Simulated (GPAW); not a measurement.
# Ru (P6_3/mmc) in GPAW: a series of runs

One crystal, Ru, is run at these levels: PBE+D4, PBEsol+D3(BJ); tasks: relaxation of cell and atoms.

Program: GPAW 26.7.0. These are calculated values, not measurements. Logs are shortened: lines on timing, memory, paths and dates and some standing lists are left out, and cuts for length are marked. The log counts tension as positive stress, the text compression.

### 1 The crystal as given

The structure is hexagonal, space group P6_3/mmc (No. 194). The conventional cell has a = 2.706 Å, b = 2.706 Å, c = 4.282 Å, α = 90.00°, β = 90.00°, γ = 120.00°. Ru (site symmetry -6m2) has 12 Ru at 2.65 to 2.71 Å as nearest neighbours.

### 2 Relaxation of cell and atoms, PBE+D4, target pressure 1 GPa, at which the enthalpy is minimised

File run.py:

```python
from ase import Atoms
from ase.calculators.mixing import SumCalculator
from ase.filters import FrechetCellFilter
from ase.io import write
from ase.optimize import FIRE
from ase.units import GPa
from dftd4.ase import DFTD4
from gpaw import GPAW, PW

atoms = Atoms(['Ru', 'Ru'],
              cell=[[2.7058, 0.0, 0.0],
                    [-1.3529, 2.3432915376, 0.0],
                    [0.0, 0.0, 4.2819]],
              scaled_positions=[[0.6666666667, 0.3333333333, 0.75],
                                [0.3333333333, 0.6666666667, 0.25]],
              pbc=True)

calc = GPAW(mode=PW(600),
            xc='PBE',
            kpts={'size': (11, 11, 6), 'gamma': True},
            occupations={'name': 'fermi-dirac', 'width': 0.05},
            nbands=29,
            convergence={'density': 1e-05, 'forces': 0.0001},
            maxiter=150,
            txt='gpaw.txt')
atoms.calc = SumCalculator([calc, DFTD4(method='pbe')])
opt = FIRE(FrechetCellFilter(atoms, scalar_pressure=1 * GPa), trajectory='relax.traj', logfile='-')
done = opt.run(fmax=0.01, steps=40)
calc.write('gs.gpw')
write('result.traj', atoms)
print('Converged:', done)
print('Cell:', atoms.cell.cellpar().round(4))
print('Volume:', round(atoms.get_volume(), 4))
print(atoms.get_scaled_positions().round(5))
```

Potentials or basis: GPAW PAW data sets (gpaw-data 1.2.1), pw.

On the command line:

```console
OMP_NUM_THREADS=1 python run.py
```

gpaw.txt:

```text
__  _  _
 | _ |_)|_||  |
 |__||  | ||/\| - 26.7.0

Input parameters:
  mode=PW(ecut=600.0),
  convergence={'density': 1e-05, 'forces': 0.0001},
  kpts=MonkhorstPack(size=(11, 11, 6), gamma=True),
  maxiter=150,
  nbands=29,
  occupations=Occupations(name='fermi-dirac', width=0.05),
  xc=XC(name='PBE')

Diagonalizing LCAO Hamiltonian
Converting LCAO to pw mode

          Ru

        Ru

Atoms  # Å, Bohr magnetons
|   | symbol |         x |        y |        z |    initial magnetic moments |
|---|--------|-----------|----------|----------|-----------------------------|
| 0 |     Ru |  1.352900 | 0.781097 | 3.211425 | ( 0.0000,  0.0000,  0.0000) |
| 1 |     Ru | -0.000000 | 1.562194 | 1.070475 | ( 0.0000,  0.0000,  0.0000) |

Unit cell  # Å
| periodic |         x |        y |        z |  lengths |     angles |
|----------|-----------|----------|----------|----------|------------|
|      yes |  2.705800 | 0.000000 | 0.000000 | 2.705800 |  90.000000 |
|      yes | -1.352900 | 2.343292 | 0.000000 | 2.705800 |  90.000000 |
|      yes |  0.000000 | 0.000000 | 4.281900 | 4.281900 | 120.000000 |

Number of symmetries: 12
Symmetry operations  # r_c * U_cc + t_c -> r_c
|    | kind |            matrix            |
|----|------|------------------------------|
|  0 |  σ   |  1, 1, 0,  0,-1, 0,  0, 0, 1 |
|  1 |  S6  |  1, 1, 0, -1, 0, 0,  0, 0,-1 |
|  2 |  E   |  1, 0, 0,  0, 1, 0,  0, 0, 1 |
|  3 |  C2  |  1, 0, 0, -1,-1, 0,  0, 0,-1 |
|  4 |  C2  |  0, 1, 0,  1, 0, 0,  0, 0,-1 |
|  5 |  C3  |  0, 1, 0, -1,-1, 0,  0, 0, 1 |
|  6 |  S6  |  0,-1, 0,  1, 1, 0,  0, 0,-1 |
|  7 |  σ   |  0,-1, 0, -1, 0, 0,  0, 0, 1 |
|  8 |  σ   | -1, 0, 0,  1, 1, 0,  0, 0, 1 |
|  9 |  i   | -1, 0, 0,  0,-1, 0,  0, 0,-1 |
| 10 |  C3  | -1,-1, 0,  1, 0, 0,  0, 0, 1 |
| 11 |  C2  | -1,-1, 0,  0, 1, 0,  0, 0,-1 |
[... 102 lines left out ...]
convergence criteria:
- Maximum integral of absolute [dens]ity change: 1e-05 electrons / valence electron
- Maximum change in the atomic [forces] across last 2 cycles: 0.0001 eV/Ang OR
Maximum error relative to the maximum force is below inf
- Maximum [total energy] change in last 3 cyles: 0.0005 eV / valence electron
- Maximum integral of absolute [eigenst]ate change: 4e-08 eV^2 / valence electron
maximum number of iterations: 150

SCF iterations
|iter     | |      energy | eigst |  dens |force |
|---------|-|-------------|-------|-------|------|
|iter:   1| |  -20.532366 | +0.18 |       |      |
|iter:   2| |  -20.193985 | -2.65 | -1.07 |      |
|iter:   3| |  -18.928810 | -1.66 | -1.12 |      |
|iter:   4| |  -18.923569 | -3.99 | -2.08 |      |
|iter:   5| |  -18.922228c| -3.97 | -2.37 |      |
|iter:   6| |  -18.922251c| -6.50 | -3.63 |      |
|iter:   7| |  -18.922256c| -6.91 | -3.94 |      |
|iter:   8| |  -18.922256c| -7.57c| -4.78 |      |
|iter:   9| |  -18.922256c| -8.62c| -5.49c|      |
|iter:  10| |  -18.922256c| -9.35c| -6.03c|-3.57 |
|iter:  11| |  -18.922256c|-10.10c| -6.52c|-4.70c|

Converged in 11 steps
Energy contributions relative to reference atoms: (reference = -246490.249966)

Energy contributions:
  Kinetic:          -4.986937
  Coulomb:          -2.318177
  Zero:             -0.348200
  External:          0.000000
  Xc:              -11.260556
  Entropy:          -0.016771
  Spinorbit:         0.000000
  ----------------------------
  Free energy:     -18.930641
  Extrapolated:    -18.922256
[... 181 lines left out ...]
convergence criteria:
- Maximum integral of absolute [dens]ity change: 1e-05 electrons / valence electron
- Maximum change in the atomic [forces] across last 2 cycles: 0.0001 eV/Ang OR
Maximum error relative to the maximum force is below inf
- Maximum [total energy] change in last 3 cyles: 0.0005 eV / valence electron
- Maximum integral of absolute [eigenst]ate change: 4e-08 eV^2 / valence electron
maximum number of iterations: 150

SCF iterations
|iter     | |      energy | eigst |  dens |force |
|---------|-|-------------|-------|-------|------|
|iter:   1| |  -18.920337 | -3.36 |       |      |
|iter:   2| |  -18.920023 | -5.96 | -2.61 |      |
|iter:   3| |  -18.919060c| -4.81 | -2.66 |      |
|iter:   4| |  -18.919107c| -6.55 | -3.62 |      |
|iter:   5| |  -18.919131c| -6.68 | -3.85 |      |
|iter:   6| |  -18.919131c| -7.93c| -4.74 |      |
|iter:   7| |  -18.919131c| -7.83c| -5.03c|      |
|iter:   8| |  -18.919131c| -8.97c| -6.17c|-3.95 |
|iter:   9| |  -18.919131c|-10.16c| -6.61c|-4.21c|

Converged in 9 steps
Energy contributions relative to reference atoms: (reference = -246490.249966)

Energy contributions:
  Kinetic:          -4.149579
  Coulomb:          -3.000503
  Zero:             -0.351860
  External:          0.000000
  Xc:              -11.408856
  Entropy:          -0.016666
  Spinorbit:         0.000000
  ----------------------------
  Free energy:     -18.927464
  Extrapolated:    -18.919131
[... 181 lines left out ...]
convergence criteria:
- Maximum integral of absolute [dens]ity change: 1e-05 electrons / valence electron
- Maximum change in the atomic [forces] across last 2 cycles: 0.0001 eV/Ang OR
Maximum error relative to the maximum force is below inf
- Maximum [total energy] change in last 3 cyles: 0.0005 eV / valence electron
- Maximum integral of absolute [eigenst]ate change: 4e-08 eV^2 / valence electron
maximum number of iterations: 150

SCF iterations
|iter     | |      energy | eigst |  dens |force |
|---------|-|-------------|-------|-------|------|
|iter:   1| |  -18.915337 | -2.97 |       |      |
|iter:   2| |  -18.914544 | -5.57 | -2.41 |      |
|iter:   3| |  -18.912091c| -4.41 | -2.46 |      |
|iter:   4| |  -18.912206c| -6.14 | -3.42 |      |
|iter:   5| |  -18.912264c| -6.28 | -3.65 |      |
|iter:   6| |  -18.912264c| -7.53c| -4.54 |      |
|iter:   7| |  -18.912264c| -7.54c| -4.82 |      |
|iter:   8| |  -18.912264c| -8.70c| -6.02c|      |
|iter:   9| |  -18.912264c| -9.90c| -6.46c|-4.10c|

Converged in 9 steps
Energy contributions relative to reference atoms: (reference = -246490.249966)

Energy contributions:
  Kinetic:          -2.794687
  Coulomb:          -4.104003
  Zero:             -0.357974
  External:          0.000000
  Xc:              -11.647351
  Entropy:          -0.016498
  Spinorbit:         0.000000
  ----------------------------
  Free energy:     -18.920513
  Extrapolated:    -18.912264
[... 181 lines left out ...]
convergence criteria:
- Maximum integral of absolute [dens]ity change: 1e-05 electrons / valence electron
- Maximum change in the atomic [forces] across last 2 cycles: 0.0001 eV/Ang OR
Maximum error relative to the maximum force is below inf
- Maximum [total energy] change in last 3 cyles: 0.0005 eV / valence electron
- Maximum integral of absolute [eigenst]ate change: 4e-08 eV^2 / valence electron
maximum number of iterations: 150

SCF iterations
|iter     | |      energy | eigst |  dens |force |
|---------|-|-------------|-------|-------|------|
|iter:   1| |  -18.912350 | -6.50 |       |      |
|iter:   2| |  -18.912350 | -8.00c| -4.26 |      |
|iter:   3| |  -18.912350c| -8.18c| -4.31 |      |
|iter:   4| |  -18.912350c| -8.91c| -4.83 |      |
|iter:   5| |  -18.912350c| -8.66c| -5.11c|      |
|iter:   6| |  -18.912350c| -9.63c| -6.14c|-7.14c|

Converged in 6 steps
Energy contributions relative to reference atoms: (reference = -246490.249966)

Energy contributions:
  Kinetic:          -2.808525
  Coulomb:          -4.092661
  Zero:             -0.358035
  External:          0.000000
  Xc:              -11.644881
  Entropy:          -0.016500
  Spinorbit:         0.000000
  ----------------------------
  Free energy:     -18.920600
  Extrapolated:    -18.912350
[... 31 lines left out ...]
Stress tensor  # eV/Ang^3
|         x |         y |         z |
|-----------|-----------|-----------|
| -0.044268 | -0.000000 |  0.000000 |
| -0.000000 | -0.044268 | -0.000000 |
|  0.000000 | -0.000000 | -0.045583 |

Forces  # eV/Ang
|       x |       y |        z |
|---------|---------|----------|
| 0.00000 | 0.00000 | -0.00000 |  # Ru   0
| 0.00000 | 0.00000 |  0.00000 |  # Ru   1

Interpolating wave functions to new cell

          Ru

        Ru

Atoms  # Å, Bohr magnetons
|   | symbol |         x |        y |        z |    initial magnetic moments |
|---|--------|-----------|----------|----------|-----------------------------|
| 0 |     Ru |  1.348225 | 0.778398 | 3.200519 | ( 0.0000,  0.0000,  0.0000) |
| 1 |     Ru | -0.000000 | 1.556796 | 1.066841 | ( 0.0000,  0.0000,  0.0000) |
[... 126 lines left out ...]
convergence criteria:
- Maximum integral of absolute [dens]ity change: 1e-05 electrons / valence electron
- Maximum change in the atomic [forces] across last 2 cycles: 0.0001 eV/Ang OR
Maximum error relative to the maximum force is below inf
- Maximum [total energy] change in last 3 cyles: 0.0005 eV / valence electron
- Maximum integral of absolute [eigenst]ate change: 4e-08 eV^2 / valence electron
maximum number of iterations: 150

SCF iterations
|iter     | |      energy | eigst |  dens |force |
|---------|-|-------------|-------|-------|------|
|iter:   1| |  -18.912522 | -5.94 |       |      |
|iter:   2| |  -18.912522 | -7.56c| -4.07 |      |
|iter:   3| |  -18.912521c| -7.71c| -4.12 |      |
|iter:   4| |  -18.912521c| -8.51c| -4.77 |      |
|iter:   5| |  -18.912521c| -8.20c| -5.03c|      |
|iter:   6| |  -18.912521c| -9.19c| -6.02c|-6.08c|

Converged in 6 steps
Energy contributions relative to reference atoms: (reference = -246490.249966)

Energy contributions:
  Kinetic:          -2.836116
  Coulomb:          -4.070127
  Zero:             -0.357971
  External:          0.000000
  Xc:              -11.640055
  Entropy:          -0.016503
  Spinorbit:         0.000000
  ----------------------------
  Free energy:     -18.920772
  Extrapolated:    -18.912521
[... 181 lines left out ...]
convergence criteria:
- Maximum integral of absolute [dens]ity change: 1e-05 electrons / valence electron
- Maximum change in the atomic [forces] across last 2 cycles: 0.0001 eV/Ang OR
Maximum error relative to the maximum force is below inf
- Maximum [total energy] change in last 3 cyles: 0.0005 eV / valence electron
- Maximum integral of absolute [eigenst]ate change: 4e-08 eV^2 / valence electron
maximum number of iterations: 150

SCF iterations
|iter     | |      energy | eigst |  dens |force |
|---------|-|-------------|-------|-------|------|
|iter:   1| |  -18.912740 | -5.70 |       |      |
|iter:   2| |  -18.912740 | -8.32c| -3.95 |      |
|iter:   3| |  -18.912737c| -7.48c| -4.00 |      |
|iter:   4| |  -18.912737c| -8.30c| -4.72 |      |
|iter:   5| |  -18.912737c| -7.96c| -4.97 |      |
|iter:   6| |  -18.912737c| -8.97c| -5.93c|      |
|iter:   7| |  -18.912737c| -9.58c| -6.23c|-5.88c|

Converged in 7 steps
Energy contributions relative to reference atoms: (reference = -246490.249966)

Energy contributions:
  Kinetic:          -2.875100
  Coulomb:          -4.038342
  Zero:             -0.357727
  External:          0.000000
  Xc:              -11.633315
  Entropy:          -0.016507
  Spinorbit:         0.000000
  ----------------------------
  Free energy:     -18.920990
  Extrapolated:    -18.912737
[... 181 lines left out ...]
convergence criteria:
- Maximum integral of absolute [dens]ity change: 1e-05 electrons / valence electron
- Maximum change in the atomic [forces] across last 2 cycles: 0.0001 eV/Ang OR
Maximum error relative to the maximum force is below inf
- Maximum [total energy] change in last 3 cyles: 0.0005 eV / valence electron
- Maximum integral of absolute [eigenst]ate change: 4e-08 eV^2 / valence electron
maximum number of iterations: 150

SCF iterations
|iter     | |      energy | eigst |  dens |force |
|---------|-|-------------|-------|-------|------|
|iter:   1| |  -18.912991 | -5.51 |       |      |
|iter:   2| |  -18.912990 | -8.14c| -3.89 |      |
|iter:   3| |  -18.912986c| -7.36 | -3.94 |      |
|iter:   4| |  -18.912987c| -8.14c| -4.67 |      |
|iter:   5| |  -18.912987c| -7.84c| -4.93 |      |
|iter:   6| |  -18.912987c| -8.83c| -5.86c|      |
|iter:   7| |  -18.912987c| -9.45c| -6.15c|-5.86c|

Converged in 7 steps
Energy contributions relative to reference atoms: (reference = -246490.249966)

Energy contributions:
  Kinetic:          -2.919093
  Coulomb:          -4.002463
  Zero:             -0.357539
  External:          0.000000
  Xc:              -11.625635
  Entropy:          -0.016512
  Spinorbit:         0.000000
  ----------------------------
  Free energy:     -18.921242
  Extrapolated:    -18.912987
[... 38 lines left out ...]
Forces  # eV/Ang
|        x |        y |        z |
|----------|----------|----------|
| -0.00000 | -0.00000 |  0.00000 |  # Ru   0
|  0.00000 |  0.00000 | -0.00000 |  # Ru   1

# Writing to gs.gpw (mode='')
```

It took 2.4 min on 1 thread of Arm Neoverse V2, shared host; peak memory 0.3 GiB.

Results:

* Free energy: -19.9817 eV
* Relaxed volume: 13.44 Å³/atom
* Relaxed cell: a = 2.697 Å, b = 2.697 Å, c = 4.268 Å, α = 90.00°, β = 90.00°, γ = 120.00°
* Space group after relaxing (to 0.05 Å): P6_3/mmc (No. 194)
* Energy change on relaxing (the enthalpy is what falls): -0.3 meV/atom
* Ionic steps: 7
* Pressure after relaxing: 1.0 GPa
* Band gap on the k mesh: none (metal or under the smearing width)
* Dispersion energy per atom: -0.530 eV

Stress tensor (GPa, compression positive):
```
0.99 0.00 0.00
0.00 0.99 0.00
0.00 0.00 1.09
```

Step by step:
| step | energy change (eV) | largest force (eV/Å) | pressure (GPa) | volume (Å³) |
| --- | --- | --- | --- | --- |
| 1 | 0.0000 | 0.0000 | -2.19 | 27.15 |
| 2 | -0.0009 | 0.0000 | -0.90 | 27.04 |
| 3 | -0.0005 | 0.0000 | 1.22 | 26.87 |
| 4 | -0.0005 | 0.0000 | 1.20 | 26.87 |
| 5 | -0.0006 | 0.0000 | 1.15 | 26.87 |
| 6 | -0.0006 | 0.0000 | 1.09 | 26.88 |
| 7 | -0.0006 | 0.0000 | 1.02 | 26.88 |

Final structure:
```
CELL_PARAMETERS angstrom
2.69668 0.00000 0.00000
-1.34834 2.33539 0.00000
0.00000 0.00000 4.26827
ATOMIC_POSITIONS crystal
Ru 0.66667 0.33333 0.75000
Ru 0.33333 0.66667 0.25000
```

Levels at points of the mesh, in eV from the Fermi level:
```
           k point  band 12  band 13  band 14  band 15  band 16  band 17  band 18  band 19  band 20  band 21
(0.00, 0.00, 0.00)    -2.55    -2.38    -1.87    -1.87    -1.34    -1.34     1.26     1.26     1.40    10.51
(0.00, 0.00, 0.50)    -2.72    -2.72    -2.72    -2.65    -2.65     0.62     0.62     0.62     0.62    14.84
```

Caveat: later steps reuse the first step's grids; pairwise dispersion overbinds metals, which lowers pressure and volume.

### 3 Relaxation of cell and atoms, PBEsol+D3(BJ)

File run.py:

```python
from ase.calculators.mixing import SumCalculator
from ase.filters import FrechetCellFilter
from ase.io import read, write
from ase.optimize import BFGS
from dftd3.ase import DFTD3
from gpaw import GPAW, PW, setup_paths

setup_paths.insert(0, '.')

atoms = read('POSCAR')

calc = GPAW(mode=PW(600),
            xc='PBEsol',
            kpts={'size': (11, 11, 6), 'gamma': True},
            occupations={'name': 'fermi-dirac', 'width': 0.05},
            nbands=29,
            convergence={'density': 1e-05, 'forces': 0.0001},
            maxiter=150,
            txt='gpaw.txt')
atoms.calc = SumCalculator([calc, DFTD3(method='pbesol', damping='d3bj')])
opt = BFGS(FrechetCellFilter(atoms), trajectory='relax.traj', logfile='-')
done = opt.run(fmax=0.02, steps=100)
calc.write('gs.gpw')
write('result.traj', atoms)
print('Converged:', done)
print('Cell:', atoms.cell.cellpar().round(4))
print('Volume:', round(atoms.get_volume(), 4))
print(atoms.get_scaled_positions().round(5))
```

File POSCAR:

```
Ru
1.0
    2.7058000000      0.0000000000      0.0000000000
   -1.3529000000      2.3432915376      0.0000000000
    0.0000000000      0.0000000000      4.2819000000
Ru
2
Direct
    0.6666666667      0.3333333333      0.7500000000
    0.3333333333      0.6666666667      0.2500000000
```

Potentials or basis: PAW data sets generated in the run's folder for this functional, pw.

On the command line:

```console
gpaw-setup -f PBEsol Ru
OMP_NUM_THREADS=1 python run.py
```

Run time: 2.1 min. Hardware: 1 thread of Arm Neoverse V2, shared host; peak memory 0.3 GiB.

The run converged. Its results:

```
Free energy                            : -22.0257 eV
Relaxed volume                         : 13.01 Å³/atom
Relaxed cell                           : a = 2.667 Å, b = 2.667 Å, c = 4.223 Å, α = 90.00°, β = 90.00°, γ = 120.00°
Space group after relaxing (to 0.05 Å) : P6_3/mmc (No. 194)
Energy gained by relaxing              : 24.9 meV/atom
Ionic steps                            : 5
Pressure after relaxing                : 0.0 GPa
Band gap on the k mesh                 : none (metal or under the smearing width)
Dispersion energy per atom             : -0.620 eV
```

Stress tensor (GPa, compression positive):
```
-0.12  0.00  0.00
 0.00 -0.12  0.00
 0.00  0.00  0.11
```

The path:
| step | energy change (eV) | largest force (eV/Å) | pressure (GPa) | volume (Å³) |
| --- | --- | --- | --- | --- |
| 1 | 0.0000 | 0.0000 | -14.01 | 27.15 |
| 2 | -0.0419 | 0.0000 | -5.98 | 26.47 |
| 3 | -0.0497 | 0.0000 | 0.38 | 25.99 |
| 4 | -0.0498 | 0.0000 | 0.00 | 26.02 |
| 5 | -0.0498 | 0.0000 | -0.05 | 26.02 |

Final structure:
```
Ru
1.0
     2.66728    0.00000    0.00000
    -1.33364    2.30993    0.00000
     0.00000    0.00000    4.22333
Ru
2
Direct
  0.66667 0.33333 0.75000
  0.33333 0.66667 0.25000
```

Levels at points of the mesh, in eV from the Fermi level:
```tsv
k point	band 13	band 14	band 15	band 16	band 17	band 18	band 19	band 20
(0.00, 0.00, 0.00)	-2.51	-1.97	-1.97	-1.40	-1.40	1.33	1.33	1.38
(0.00, 0.00, 0.50)	-2.86	-2.86	-2.79	-2.79	0.66	0.66	0.66	0.66
```

Caveat: later steps reuse the first step's grids; pairwise dispersion overbinds metals, which lowers pressure and volume.
